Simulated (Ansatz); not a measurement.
Method: DFT PBE, scalar-relativistic, plane waves, PAW in Ansatz 0.2.0. All cells share a 420 eV cutoff and Γ-centred k meshes spaced at most about 0.3 Å⁻¹ (about 0.25 or finer for metals, 2π included). Spin is collinear in cells that carry moments; the others ran without spin or lost their moments.

All energies are static (0 K, no zero-point motion).

**Question.** Which of these relaxed structures of Zn5O is the lowest in energy?
A.
(parallel moments up to 0.7 μB)
Space group P6/mmm (No. 191). a = 4.984 Å, b = 4.984 Å, c = 4.442 Å, α = 90.00°, β = 90.00°, γ = 120.00°
| atom | site | symmetry | x | y | z |
| --- | --- | --- | --- | --- | --- |
| Zn | 3g | mmm | 0.0000 | 0.5000 | 0.5000 |
| Zn | 2c | -6m2 | 0.3333 | 0.6667 | 0.0000 |
| O | 1a | 6/mmm | 0.0000 | 0.0000 | 0.0000 |

B.
(no moments)
Space group P6/mmm (No. 191). a = 5.064 Å, b = 5.064 Å, c = 6.022 Å, α = 90.00°, β = 90.00°, γ = 120.00°
| atom | site | symmetry | x | y | z |
| --- | --- | --- | --- | --- | --- |
| Zn | 2e | 6mm | 0.0000 | 0.0000 | 0.7031 |
| Zn | 3g | mmm | 0.5000 | 0.0000 | 0.5000 |
| O | 1a | 6/mmm | 0.0000 | 0.0000 | 0.0000 |

C.
(no moments)
Space group P4/mmm (No. 123). a = 6.058 Å, b = 6.058 Å, c = 2.868 Å, α = 90.00°, β = 90.00°, γ = 90.00°
```csv
atom,site,symmetry,x,y,z
Zn,4k,m.2m,0.2800,0.2800,0.5000
Zn,1b,4/mmm,0.0000,0.0000,0.5000
O,1c,4/mmm,0.5000,0.5000,0.0000
```

D.
(no moments)
Space group F-43m (No. 216). a = 7.096 Å, b = 7.096 Å, c = 7.096 Å, α = 90.00°, β = 90.00°, γ = 90.00°
```json
{"atom": "Zn", "site": "4d", "symmetry": "-43m", "x": "0.2500", "y": "0.2500", "z": "0.7500"}
{"atom": "Zn", "site": "16e", "symmetry": ".3m", "x": "0.1250", "y": "0.3750", "z": "0.1250"}
{"atom": "O", "site": "4a", "symmetry": "-43m", "x": "0.0000", "y": "0.0000", "z": "0.0000"}
```

**Answer.** B. The next of these, C, lies 145 meV/atom higher. Counting Zn atoms around O (those within 1.25 times the shortest such distance or 1.15 times the sum of covalent radii, 1.27 where that leaves under three; a plus sign parts nearer from farther groups; the shortest distance is added where it exceeds 1.18 times the sum of covalent radii): B has O 2; C has O 8 from 2.4 Å; D has O 16 from 2.9 Å; A has O 6+12 from 2.9 Å. All come from invented guesses. The lowest form computed isn't among them: it has space group P-6m2 (No. 187), 13.9 Å³/atom and lies 231 meV/atom below the best shown.

Another magnetic order may lie lower. Cells relaxed within their symmetry can be saddle points. Some types were kept out of the candidates beforehand, so the set may lack a known form.
